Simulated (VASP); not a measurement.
**SnSe2 (strained 1T (CdI2) bulk): a PBE single-point calculation in VASP**

INCAR

```
LASPH = .TRUE.
LCHARG = .FALSE.
ISMEAR = -1
SIGMA = 0.02
NSW = 0
IBRION = -1
ENCUT = 520
ISIF = 2
NELM = 120
LWAVE = .FALSE.
GGA = PE
LREAL = .FALSE.
PREC = Accurate
EDIFF = 1E-7
NBANDS = 20
```

KPOINTS

```
KPOINTS created by Atomic Simulation Environment
0
Gamma
12 12 4
0 0 0
```

KPOINTS_OPT

```
special points
8
Reciprocal
0.0000000000 0.0000000000 0.0000000000 1
0.5000000000 0.0000000000 0.0000000000 1
0.3333333333 0.3333333333 0.0000000000 1
0.0000000000 0.0000000000 0.5000000000 1
0.5000000000 0.0000000000 0.5000000000 1
0.3333333333 0.3333333333 0.5000000000 1
0.0000000000 0.1458330000 -0.1432290000 1
0.0000000000 0.4687500000 0.3567710000 1
```

POSCAR

```
Sn Se
 1.0000000000000000
     3.8251493298139603    0.0000000000000000    0.0000000000000000
    -1.9125746649069801    3.3126764928879098    0.0000000000000000
     0.0000000000000000    0.0000000000000000    6.4138914363000001
 Sn  Se
   1   2
Cartesian
 -0.0000000000000000 -0.0000000000000000  0.0000000000000000
 -0.0000000000000000  2.2084509952586062  1.5799006067632075
  1.9125746649069797  1.1042254976293031  4.8339908295367913
```

VASP ran with the recommended PBE PAW datasets (26 valence electrons in the cell).

Command

```
mpirun -np 1 vasp_std
```

From OUTCAR

```
k-points           NKPTS =     69   k-points in BZ     NKDIM =     69   number of bands    NBANDS=     20

   NELECT =      26.0000    total number of electrons

   dimension x,y,z NGX =    28 NGY =   28 NGZ =   48
   dimension x,y,z NGXF=    56 NGYF=   56 NGZF=   96

  energy-cutoff  :      520.00
  volume of cell :       81.27
      direct lattice vectors                 reciprocal lattice vectors
     3.825149330  0.000000000  0.000000000     0.261427702  0.150935354  0.000000000
    -1.912574665  3.312676493  0.000000000     0.000000000  0.301870709  0.000000000
     0.000000000  0.000000000  6.413891436     0.000000000  0.000000000  0.155911588

 k-points in reciprocal lattice and weights: KPOINTS created by Atomic Simulation Env
   0.00000000  0.00000000  0.00000000       0.002
   0.08333333 -0.00000000  0.00000000       0.010
   0.16666667  0.00000000  0.00000000       0.010
   0.25000000  0.00000000  0.00000000       0.010
   0.33333333  0.00000000  0.00000000       0.010
   0.41666667 -0.00000000  0.00000000       0.010
   0.50000000  0.00000000  0.00000000       0.005
   0.08333333  0.08333333  0.00000000       0.010
   ...

 E-fermi :   3.9722

 k-point     1 :       0.0000    0.0000    0.0000
  band No.  band energies     occupation
      1     -17.5801      2.00000
      2     -17.5801      2.00000
      3     -17.5426      2.00000
      4     -17.5315      2.00000
      5     -17.5315      2.00000
      6     -10.0735      2.00000
      7      -8.5303      2.00000
      8      -2.3870      2.00000
      9       3.0881      2.00000
     10       3.0881      2.00000
     11       3.3599      2.00000
     12       3.3949      2.00000
     13       3.3949      2.00000
     14       4.6808      0.00000
     15       6.7167      0.00000
     16       8.2742      0.00000
     17       8.2742      0.00000
     18      11.4484      0.00000
     19      12.5960      0.00000
     20      12.5960      0.00000

 k-point     2 :       0.0833   -0.0000    0.0000
  band No.  band energies     occupation
      1     -17.5829      2.00000
      2     -17.5775      2.00000
      3     -17.5407      2.00000
      4     -17.5333      2.00000
      5     -17.5313      2.00000
      6     -10.0063      2.00000
      7      -8.4854      2.00000
      8      -2.3748      2.00000
      9       2.3027      2.00000
     10       2.7986      2.00000
     11       2.9811      2.00000
     12       3.4317      2.00000
     13       3.5289      2.00000
     14       5.2698      0.00000
     15       7.1415      0.00000
     16       8.0421      0.00000
     17       8.4146      0.00000
     18      11.6830      0.00000
     19      11.8900      0.00000
     20      12.6993      0.00000

 k-point     3 :       0.1667    0.0000    0.0000
  band No.  band energies     occupation
      1     -17.5912      2.00000
      2     -17.5711      2.00000
      3     -17.5392      2.00000
      4     -17.5338      2.00000
      5     -17.5303      2.00000
      6      -9.8092      2.00000
      7      -8.3621      2.00000
      8      -2.3746      2.00000
      9       1.1769      2.00000
     10       2.1922      2.00000
     11       2.3373      2.00000
     12       3.4008      2.00000
     13       3.5900      2.00000
     14       5.8320      0.00000
     15       7.3460      0.00000
     16       8.4465      0.00000
     17       8.7318      0.00000
     18      10.8967      0.00000
     19      11.9402      0.00000
     20      12.8517      0.00000

 k-point     4 :       0.2500    0.0000    0.0000
  band No.  band energies     occupation
      1     -17.6037      2.00000
      2     -17.5641      2.00000
      3     -17.5445      2.00000
      4     -17.5268      2.00000
      5     -17.5259      2.00000
      6      -9.4985      2.00000
      7      -8.1972      2.00000
      8      -2.5023      2.00000
      9       0.2742      2.00000
     10       1.4250      2.00000
     11       1.8919      2.00000
     12       3.2938      2.00000
     13       3.5394      2.00000
     14       5.5524      0.00000
     15       7.5281      0.00000
     16       8.9952      0.00000
     17       9.1999      0.00000
     18      10.2201      0.00000
     19      11.9860      0.00000
     20      12.8950      0.00000

 k-point     5 :       0.3333    0.0000    0.0000
  band No.  band energies     occupation
      1     -17.6169      2.00000
      2     -17.5600      2.00000
      3     -17.5496      2.00000
      4     -17.5205      2.00000
      5     -17.5175      2.00000
      6      -9.1104      2.00000
      7      -8.0550      2.00000
      8      -2.8518      2.00000
      9      -0.2687      2.00000
     10       0.9298      2.00000
     11       1.5348      2.00000
     12       3.0447      2.00000
     13       3.4473      2.00000
     14       5.0758      0.00000
     15       7.5809      0.00000
     16       9.0824      0.00000
     17       9.3790      0.00000
     18      10.0295      0.00000
     19      12.5936      0.00000
     20      13.1041      0.00000

 k-point     6 :       0.4167   -0.0000    0.0000
  band No.  band energies     occupation
      1     -17.6269      2.00000
      2     -17.5585      2.00000
      3     -17.5531      2.00000
      4     -17.5143      2.00000
      5     -17.5113      2.00000
      6      -8.7216      2.00000
      7      -8.0117      2.00000
      8      -3.2489      2.00000
      9      -0.5876      2.00000
     10       0.8223      2.00000
     11       1.3068      2.00000
     12       2.6955      2.00000
     13       3.3707      2.00000
     14       4.7901      0.00000
     15       7.4757      0.00000
     16       9.0675      0.00000
     17       9.1761      0.00000
     18      10.2260      0.00000
     19      13.0187      0.00000
     20      13.7577      0.00000

 k-point     7 :       0.5000    0.0000    0.0000
  band No.  band energies     occupation
      1     -17.6306      2.00000
      2     -17.5582      2.00000
      3     -17.5543      2.00000
      4     -17.5118      2.00000
      5     -17.5090      2.00000
      6      -8.5172      2.00000
      7      -8.0469      2.00000
      8      -3.4173      2.00000
      9      -0.7111      2.00000
     10       0.8656      2.00000
     11       1.2286      2.00000
     12       2.5081      2.00000
     13       3.3418      2.00000
     14       4.7049      0.00000
     15       7.4186      0.00000
     16       9.0507      0.00000
     17       9.0918      0.00000
     18      10.3088      0.00000
     19      13.2978      0.00000
     20      13.8592      0.00000

 k-point     8 :       0.0833    0.0833    0.0000
  band No.  band energies     occupation
      1     -17.5878      2.00000
      2     -17.5737      2.00000
      3     -17.5374      2.00000
      4     -17.5363      2.00000
      5     -17.5304      2.00000
      6      -9.8741      2.00000
      7      -8.4012      2.00000
      8      -2.3679      2.00000
      9       1.6012      2.00000
     10       1.9463      2.00000
     11       3.0151      2.00000
     12       3.2349      2.00000
     13       3.5112      2.00000
     14       5.7830      0.00000
     15       7.6856      0.00000
     16       7.8173      0.00000
     17       8.7177      0.00000
     18      11.2193      0.00000
     19      11.7763      0.00000
     20      12.7021      0.00000

 k-point     9 :       0.1667    0.0833    0.0000
  band No.  band energies     occupation
      1     -17.5971      2.00000
      2     -17.5684      2.00000
      3     -17.5410      2.00000
      4     -17.5328      2.00000
      5     -17.5258      2.00000
      6      -9.6195      2.00000
      7      -8.2561      2.00000
      8      -2.4288      2.00000
      9       0.7013      2.00000
     10       1.2714      2.00000
     11       2.4416      2.00000
     12       3.1114      2.00000
     13       3.5114      2.00000
     14       5.8612      0.00000
     15       7.7767      0.00000
     16       8.4973      0.00000
     17       9.0745      0.00000
     18      10.5825      0.00000
     19      11.4665      0.00000
     20      13.0367      0.00000

 k-point    10 :       0.2500    0.0833    0.0000
  band No.  band energies     occupation
      1     -17.6092      2.00000
      2     -17.5640      2.00000
      3     -17.5460      2.00000
      4     -17.5275      2.00000
      5     -17.5182      2.00000
      6      -9.2674      2.00000
      7      -8.0995      2.00000
      8      -2.6795      2.00000
      9       0.0067      2.00000
     10       0.8569      2.00000
     11       1.7981      2.00000
     12       2.9558      2.00000
     13       3.4031      2.00000
     14       5.4627      0.00000
     15       7.9616      0.00000
     16       8.8958      0.00000
     17       9.4477      0.00000
     18      10.0912      0.00000
     19      11.7328      0.00000
     20      13.1153      0.00000

 ...

  Total        1.2713177      1.2713177      1.2149536      0.0000000      0.0000000     -0.0000000
  in kB       25.0619948     25.0619948     23.9508667      0.0000000      0.0000000     -0.0000000
  external PRESSURE =      24.6916188 kB  Pullay stress =       0.0000000 kB

 POSITION                                       TOTAL-FORCE (eV/Angst)
 -----------------------------------------------------------------------------------
      0.00000      0.00000      0.00000         0.000000      0.000000      0.000000
      0.00000      2.20845      1.57990        -0.000000      0.000000      0.263816
      1.91257      1.10423      4.83399         0.000000     -0.000000     -0.263816
 -----------------------------------------------------------------------------------
    total drift:                               -0.000000     -0.000000     -0.000000

  FREE ENERGIE OF THE ION-ELECTRON SYSTEM (eV)
  ---------------------------------------------------
  free  energy   TOTEN  =       -11.8417142738 eV

  energy  without entropy=      -11.8417142736  energy(sigma->0) =      -11.84171427
```

| Quantity | Value |
| --- | --- |
| gap between bands v and c | 0.66 eV |
| least direct gap | 1.17 eV |
| pressure | 2.5 GPa |
| largest force | 0.26 eV/Å |

Band v is the last that the valence electrons fill when counted band by band, and c is the next.

The run took about 83 s on one core of a shared host (Intel Xeon Platinum 8488C) and held 0.3 GiB at most.
